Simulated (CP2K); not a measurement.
A run of CP2K 2026.2:

The input nb_bands.inp:

```
&GLOBAL
  PROJECT nb_bands
  RUN_TYPE ENERGY_FORCE
  PRINT_LEVEL LOW
&END GLOBAL
&FORCE_EVAL
  METHOD QS
  STRESS_TENSOR ANALYTICAL
  &DFT
    BASIS_SET_FILE_NAME BASIS_MOLOPT_UZH
    POTENTIAL_FILE_NAME POTENTIAL_UZH
    &MGRID
      CUTOFF 675
      REL_CUTOFF 60
      NGRIDS 5
    &END MGRID
    &QS
      METHOD GPW
      EPS_DEFAULT 1.0E-10
    &END QS
    &KPOINTS
      SCHEME MONKHORST-PACK 11 11 11
      GAMMA_CENTERED T
      SYMMETRY T
      SYMMETRY_BACKEND SPGLIB
    &END KPOINTS
    &SCF
      SCF_GUESS ATOMIC
      EPS_SCF 1.0E-6
      MAX_SCF 100
      ADDED_MOS 11
      CHOLESKY OFF
      EPS_EIGVAL 1.0E-7
      &DIAGONALIZATION ON
        ALGORITHM STANDARD
      &END DIAGONALIZATION
      &MIXING ON
        METHOD BROYDEN_MIXING
        ALPHA 0.4
        BETA 1.5
        NBUFFER 8
      &END MIXING
      &SMEAR ON
        METHOD FERMI_DIRAC
        ELECTRONIC_TEMPERATURE 580.23
      &END SMEAR
    &END SCF
    &XC
      &XC_FUNCTIONAL
        &LDA_X
        &END LDA_X
        &LDA_C_PW
        &END LDA_C_PW
      &END XC_FUNCTIONAL
    &END XC
    &PRINT
      &KPOINTS ON
      &END KPOINTS
      &MULLIKEN ON
      &END MULLIKEN
      &MO ON
        ENERGIES T
        OCCUPATION_NUMBERS T
        &EACH
          QS_SCF 0
        &END EACH
        ADD_LAST NUMERIC
      &END MO
      &LOWDIN ON
      &END LOWDIN
      &HIRSHFELD ON
        SHAPE_FUNCTION DENSITY
      &END HIRSHFELD
      &BAND_STRUCTURE
        FILE_NAME bands.bs
        ADDED_MOS 2
        &KPOINT_SET
          UNITS B_VECTOR
          NPOINTS 8
          SPECIAL_POINT GAMMA 0.00000000 0.00000000 0.00000000
          SPECIAL_POINT H 0.50000000 -0.50000000 0.50000000
          SPECIAL_POINT N 0.00000000 0.00000000 0.50000000
          SPECIAL_POINT GAMMA 0.00000000 0.00000000 0.00000000
          SPECIAL_POINT P 0.25000000 0.25000000 0.25000000
          SPECIAL_POINT H 0.50000000 -0.50000000 0.50000000
        &END KPOINT_SET
        &KPOINT_SET
          UNITS B_VECTOR
          NPOINTS 8
          SPECIAL_POINT P 0.25000000 0.25000000 0.25000000
          SPECIAL_POINT N 0.00000000 0.00000000 0.50000000
        &END KPOINT_SET
      &END BAND_STRUCTURE
    &END PRINT
  &END DFT
  &SUBSYS
    &CELL
      ABC 2.8820459413 2.8820459413 2.8820459412
      ALPHA_BETA_GAMMA 109.4712206344 109.4712206343 109.4712206339
      PERIODIC XYZ
    &END CELL
    &COORD
      SCALED
      Nb  0.0000000000 0.0000000000 0.0000000000
    &END COORD
    &KIND Nb
      BASIS_SET TZVP-MOLOPT-PBE-GTH-q13
      POTENTIAL GTH-PBE-q13
    &END KIND
    &PRINT
      &ATOMIC_COORDINATES ON
      &END ATOMIC_COORDINATES
      &CELL ON
      &END CELL
      &SYMMETRY ON
      &END SYMMETRY
    &END PRINT
  &END SUBSYS
  &PRINT
    &FORCES ON
    &END FORCES
    &STRESS_TENSOR ON
    &END STRESS_TENSOR
  &END PRINT
&END FORCE_EVAL
```

Potentials or basis: POTENTIAL_UZH Nb GTH-PBE-q13; TZVP-MOLOPT-PBE-GTH basis.

Command:

```bash
$ OMP_NUM_THREADS=1 cp2k.psmp -i nb_bands.inp -o nb_bands.out
```

Hardware: 1 thread of Arm Neoverse V1, on a shared host.

**Question.** Estimate the wall time of this run.

**Answer.** Wall time 85 s on 1 thread of Arm Neoverse V1, with other jobs on the host, peak memory 0.3 GiB. Counts: scf iterations 11, k points 56, basis 35, bands 18, force evaluations 1.
